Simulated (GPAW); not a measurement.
Crystal: CuO.

```xyz
2
Lattice="2.8363 0.0000 0.0000 -1.4182 2.4563 0.0000 0.0000 0.0000 2.7681" Properties=species:S:1:pos:R:3 pbc="T T T"
Cu    0.0000    0.0000    0.0000
O     1.4182    0.8188    1.3841
```

Measurements of this composition are mostly on another form, of space group No. 15.

```yaml
Program: GPAW 26.7.0
Task: relaxation of cell and atoms
Functional: PBE
Dispersion: D4
Potentials_or_basis: GPAW PAW data sets (gpaw-data 1.2.1)
Cutoff: 800 eV
Basis: pw
k_mesh: 8 × 8 × 7
Occupations: fermi-dirac, width 0.05 eV
Spin: no spin polarisation
```

At the start: pressure -3.4 GPa; volume 9.64 Å³/atom.

**Question.** Where does the relaxation end?

**Answer.** Over 26 steps the energy falls by 8.5 meV/atom and the volume is 9.52 Å³/atom (-1.3 %); space group P-6m2 (No. 187, to 0.05 Å).

The path:
| step | energy change (eV) | largest force (eV/Å) | pressure (GPa) | volume (Å³) |
| --- | --- | --- | --- | --- |
| 1 | 0.0000 | 0.0000 | -3.42 | 19.29 |
| 2 | -0.0030 | 0.0000 | -2.82 | 19.23 |
| 3 | -0.0076 | 0.0000 | -1.70 | 19.12 |
| 4 | -0.0118 | 0.0000 | -0.23 | 18.99 |
| 5 | -0.0139 | 0.0000 | 1.30 | 18.86 |
| 6 | -0.0140 | 0.0000 | 2.35 | 18.79 |
| 7 | -0.0142 | 0.0000 | 2.25 | 18.80 |
| 8 | -0.0145 | 0.0000 | 2.06 | 18.82 |
| 9 | -0.0150 | 0.0000 | 1.79 | 18.85 |
| 10 | -0.0156 | 0.0000 | 1.44 | 18.88 |
| 11 | -0.0160 | 0.0000 | 1.03 | 18.92 |
| 12 | -0.0165 | 0.0000 | 0.60 | 18.97 |
| 13 | -0.0169 | 0.0000 | 0.15 | 19.01 |
| 14 | -0.0172 | 0.0000 | -0.30 | 19.06 |
| 15 | -0.0172 | 0.0000 | -0.30 | 19.06 |
| 16 | -0.0171 | 0.0000 | -0.29 | 19.06 |
| 17 | -0.0171 | 0.0000 | -0.28 | 19.06 |
| 18 | -0.0171 | 0.0000 | -0.26 | 19.06 |
| 19 | -0.0171 | 0.0000 | -0.25 | 19.06 |
| 20 | -0.0171 | 0.0000 | -0.22 | 19.06 |
| 21 | -0.0171 | 0.0000 | -0.20 | 19.05 |
| 22 | -0.0171 | 0.0000 | -0.16 | 19.05 |
| 23 | -0.0171 | 0.0000 | -0.13 | 19.05 |
| 24 | -0.0171 | 0.0000 | -0.08 | 19.04 |
| 25 | -0.0171 | 0.0000 | -0.03 | 19.04 |
| 26 | -0.0171 | 0.0000 | 0.03 | 19.03 |

Final structure:
```yaml
crystal:
  lattice:
    - [2.86087, 0.00000, 0.00000]
    - [-1.43044, 2.47759, 0.00000]
    - [0.00000, 0.00000, 2.68549]
  atoms:
    - { symbol: Cu, position: [0.00000, 0.00000, 0.00000] }
    - { symbol: O, position: [0.66667, 0.33333, 0.50000] }
```

Caveat: with this Cu data set, volumes or pressures lay over 1.5 % or 2 GPa off other programs in two to four cells of ten; later steps reuse the first step's grids; an odd number of electrons without spin polarisation forces a metal; a magnetic or distorted state may lie lower; the run has no spin polarisation, though such a crystal can be magnetic; pairwise dispersion overbinds metals, which lowers pressure and volume.
